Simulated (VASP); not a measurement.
# Ge (I4_1/amd) in VASP: a series of runs, part 2 of 2

VASP 6.6.1. Earlier steps stand in the parts before.

## Step 3: Single point, PBEsol (cell and atoms relaxed at 4 GPa)

Contents of INCAR:

```
PREC = Accurate
ENCUT = 520
EDIFF = 1E-7
ISMEAR = 0
SIGMA = 0.1
LREAL = False
LASPH = True
NELM = 60
ALGO = Fast
ISIF = 2
LWAVE = False
LCHARG = False
GGA = PS
NBANDS = 21
```

Contents of KPOINTS:

```
regular mesh
0
Gamma
  18 18 18
```

Contents of POSCAR:

```
Ge
1.0
   -2.5163663828      2.5163663828      1.3836699324
    2.5163663828     -2.5163663828      1.3836699324
    2.5163663828      2.5163663828     -1.3836699324
Ge
2
Direct
    0.0000000000      0.0000000000      0.0000000000
    0.7500000000      0.2500000000      0.5000000000
```

Potentials or basis: VASP PAW PBE potentials, release 64 (Ge_d).

Run with:

```sh
$ cat potpaw_PBE.64/Ge_d/POTCAR > POTCAR
$ mpirun -np 1 vasp_std > vasp.out
```

OUTCAR:

```text
PREC = Accurate
   ENCUT = 520
   EDIFF = 1E-7
   ISMEAR = 0
   LREAL = False
   LASPH = True
   NELM = 60
   ISIF = 2
   GGA = PS

 ion  position               nearest neighbor table
   1  0.000  0.000  0.000-   2 2.61   2 2.61   2 2.61   2 2.61
   2  0.750  0.250  0.500-   1 2.61   1 2.61   1 2.61   1 2.61

  LATTYP: Found a body centered tetragonal cell.
 ALAT       =     5.0327327656
 C/A-ratio  =     0.5498682314

  Lattice vectors:

 A1 = (  -2.5163663828,   2.5163663828,   1.3836699324)
 A2 = (   2.5163663828,  -2.5163663828,   1.3836699324)
 A3 = (   2.5163663828,   2.5163663828,  -1.3836699324)

Analysis of symmetry for initial positions (statically):
=====================================================================
 Subroutine PRICEL returns:
 Original cell was already a primitive cell.

 Routine SETGRP: Setting up the symmetry group for a
 body centered tetragonal supercell.

 Subroutine GETGRP returns: Found 16 space group operations
 (whereof  8 operations were pure point group operations)
 out of a pool of 16 trial point group operations.

The static configuration has the point symmetry D_2d.
 The point group associated with its full space group is D_4h.

Analysis of symmetry for dynamics (positions and initial velocities):
=====================================================================
 Subroutine PRICEL returns:
 Original cell was already a primitive cell.

 Routine SETGRP: Setting up the symmetry group for a
 body centered tetragonal supercell.

 Subroutine GETGRP returns: Found 16 space group operations
 (whereof  8 operations were pure point group operations)
 out of a pool of 16 trial point group operations.

The dynamic configuration has the point symmetry D_2d.
 The point group associated with its full space group is D_4h.

 Subroutine INISYM returns: Found 16 space group operations
 (whereof  8 operations are pure point group operations),
 and found     1 'primitive' translations

----------------------------------------------------------------------------------------

                                     Primitive cell

  volume of cell :      35.0461

  direct lattice vectors                    reciprocal lattice vectors
    -2.516366383  2.516366383  1.383669932     0.000000000  0.198699205  0.361357856
     2.516366383 -2.516366383  1.383669932     0.198699205  0.000000000  0.361357856
     2.516366383  2.516366383 -1.383669932     0.198699205  0.198699205  0.000000000

  length of vectors
     3.818211889  3.818211889  3.818211889     0.412384377  0.412384377  0.281003111

  position of ions in fractional coordinates (direct lattice)
     0.000000000  0.000000000  0.000000000
     0.750000000  0.250000000  0.500000000

  ion indices of the primitive-cell ions
   primitive index   ion index
                 1           1
                 2           2

----------------------------------------------------------------------------------------

 KPOINTS: regular mesh

Automatic generation of k-mesh.
 Grid dimensions read from file:
 generate k-points for:   18   18   18

 Generating k-lattice:

  Cartesian coordinates                     Fractional coordinates (reciprocal lattice)
     0.000000000  0.011038845  0.020075436     0.055555556  0.000000000  0.000000000
     0.011038845  0.000000000  0.020075436     0.000000000  0.055555556  0.000000000
     0.011038845  0.011038845  0.000000000     0.000000000  0.000000000  0.055555556

  Length of vectors
     0.022910243  0.022910243  0.015611284

  Shift w.r.t. Gamma in fractional coordinates (k-lattice)
     0.000000000  0.000000000  0.000000000

 Subroutine IBZKPT returns following result:
 ===========================================

 Found    480 irreducible k-points:

 Following reciprocal coordinates:
            Coordinates               Weight
  0.000000  0.000000  0.000000      1.000000
  0.055556 -0.000000  0.000000      8.000000
  0.111111 -0.000000  0.000000      8.000000
  0.166667  0.000000  0.000000      8.000000
  0.222222  0.000000  0.000000      8.000000
  0.277778 -0.000000  0.000000      8.000000
[... 16 lines left out ...]
 -0.277778  0.055556 -0.000000     16.000000
 -0.222222  0.055556  0.000000     16.000000
 [... further k-points ...]
   k-points           NKPTS =    480   k-points in BZ     NKDIM =    480   number of bands    NBANDS=     21
   number of dos      NEDOS =    301   number of ions     NIONS =      2
   total plane-waves  NPLWV =  21952
   dimension x,y,z NGX =    28 NGY =   28 NGZ =   28
   dimension x,y,z NGXF=    56 NGYF=   56 NGZF=   56
   ions per type =               2
   NGX,Y,Z   is equivalent  to a cutoff of  12.19, 12.19, 12.19 a.u.
   NGXF,Y,Z  is equivalent  to a cutoff of  24.38, 24.38, 24.38 a.u.
 SYSTEM =  unknown system
   PREC   = accura    normal or accurate (medium, high low for compatibility)
   ISTART =      0    job   : 0-new  1-cont  2-samecut
   ICHARG =      2    charge: 1-file 2-atom 10-const
   ISPIN  =      1    spin polarized calculation?
   LNONCOLLINEAR =      F non collinear calculations
   LSORBIT =      F    spin-orbit coupling
   LASPH  =      T    aspherical Exc in radial PAW
   ENCUT  =  520.0 eV  38.22 Ry    6.18 a.u.   7.10  7.10  7.10*2*pi/ulx,y,z
   NELM   =     60;   NELMIN=  2; NELMDL= -5     # of ELM steps
   EDIFF  = 0.1E-06   stopping-criterion for ELM
   LREAL  =      F    real-space projection
   EDIFFG = 0.1E-05   stopping-criterion for IOM
   NSW    =      0    number of steps for IOM
   IBRION =     -1    ionic relax: 0-MD 1-quasi-New 2-CG
   NFREE  =      0    steps in history (QN), initial steepest desc. (CG)
   ISIF   =      2    stress and relaxation
   ISYM   =      2    0-nonsym 1-usesym 2-fastsym
   POTIM  = 0.5000    time-step for ionic-motion
   TEBEG  =    0.0;   TEEND  =   0.0 temperature during run
   PSTRESS=    0.0 pullay stress
   NELECT =      28.0000    total number of electrons
   NUPDOWN=      -1.0000    fix difference up-down
   EMIN   =  10.00;   EMAX   =-10.00  energy-range for DOS
   EFERMI =   0.00;   METHOD = LEGACY
   ISMEAR =     0;   SIGMA  =   0.10  broadening in eV -4-tet -1-fermi 0-gaus
   EFERMI_NEDOS =   21; number of points for ismear=-14 and -15
   IALGO  =     68    algorithm
   IMIX   =      4    mixing-type and parameters
     AMIX     =   0.40;   BMIX     =  1.00
     AMIX_MAG =   1.60;   BMIX_MAG =  1.00
  volume/ion in A,a.u.               =      17.52       118.25
  Fermi-wavevector in a.u.,A,eV,Ry     =   1.519080  2.870646 31.396876  2.307605
  Thomas-Fermi vector in A             =   2.628114
   LORBIT       =      0    0 simple, 1 ext, 2 COOP (PROOUT), +10 PAW based schemes
   GGA     = PS    functional components
   LHFCALC =     F    Hartree Fock is set to
   AEXX    =    0.0000 exact exchange contribution
   IVDW    =     0    specifies the selected vdW correction
   LEPSILON=     F    determine dielectric tensor
   LRPA    =     F    only Hartree local field effects (RPA)
 non-spin polarized calculation
 RMM-DIIS sequential band-by-band and
 Gauss-broadening in eV      SIGMA  =   0.10
  energy-cutoff  :      520.00
  volume of cell :       35.05
 maximum number of plane-waves:       964
   NGX = 15   NGY = 15   NGZ = 15

 number of electron      27.9999976 magnetization

 Free energy of the ion-electron system (eV)
  ---------------------------------------------------
  ext. energy  EPLUGINS =         0.00000000
  ---------------------------------------------------
  free energy    TOTEN  =        -9.51828282 eV

  energy without entropy =       -9.51483730  energy(sigma->0) =       -9.51656006

 E-fermi :   7.3002     XC(G=0): -11.7542

 val. band max:        7.2892516606   @ k =  -0.1111  -0.2222   0.0556
 cond. band min:       7.3023029416   @ k =  -0.2222   0.2778   0.2222
 fundamental gap:      0.0130512810
 Fermi energy:         7.3002293328

 k-point     1 :       0.0000    0.0000    0.0000
  band No.  band energies     occupation
      1     -17.4484      2.00000
      2     -17.3840      2.00000
      3     -17.3618      2.00000
      4     -17.3478      2.00000
      5     -17.2324      2.00000
      6     -17.2324      2.00000
[... 550 lines left out ...]
      5     -17.2569      2.00000
      6     -17.2391      2.00000
[... 13 lines left out ...]
     20      17.7782      0.00000
     21      18.2887      0.00000

 [... further k-points ...]

------------------------ aborting loop because EDIFF is reached ----------------------------------------

  FORCE on cell =-STRESS in cart. coord.  units (eV):
  Direction    XX          YY          ZZ          XY          YZ          ZX
  --------------------------------------------------------------------------------------
  -------------------------------------------------------------------------------------
  Total        0.8951331      0.8951331      0.9019087      0.0000000     -0.0000000      0.0000000
  in kB       40.9221022     40.9221022     41.2318584      0.0000000     -0.0000000      0.0000000
  external PRESSURE =      41.0253543 kB  Pullay stress =       0.0000000 kB

 VOLUME and BASIS-vectors are now :
 -----------------------------------------------------------------------------
  energy-cutoff  :      520.00
  volume of cell :       35.05
      direct lattice vectors                 reciprocal lattice vectors
    -2.516366383  2.516366383  1.383669932     0.000000000  0.198699205  0.361357856
     2.516366383 -2.516366383  1.383669932     0.198699205  0.000000000  0.361357856
     2.516366383  2.516366383 -1.383669932     0.198699205  0.198699205  0.000000000

 POSITION                                       TOTAL-FORCE (eV/Angst)
 -----------------------------------------------------------------------------------
      0.00000      0.00000      0.00000         0.000000     -0.000000     -0.000000
     -0.00000      2.51637      0.69183        -0.000000      0.000000      0.000000
 -----------------------------------------------------------------------------------
    total drift:                               -0.000000      0.000000      0.000000

  FREE ENERGIE OF THE ION-ELECTRON SYSTEM (eV)
  ---------------------------------------------------
  free  energy   TOTEN  =        -9.5182828157 eV

  energy  without entropy=       -9.5148373047  energy(sigma->0) =       -9.51656006
```

Run time: 3.3 min. Hardware: 1 thread of Intel Xeon 6975P-C (Granite Rapids), shared host; peak memory 0.37 GiB.

What came out:

```
Free energy            : -9.5183 eV
Pressure               : 4.1 GPa
Band gap on the k mesh : none (metal or under the smearing width)
```

Caveat: the PAW data sets were made with another functional, which shifts forces and pressure a little.
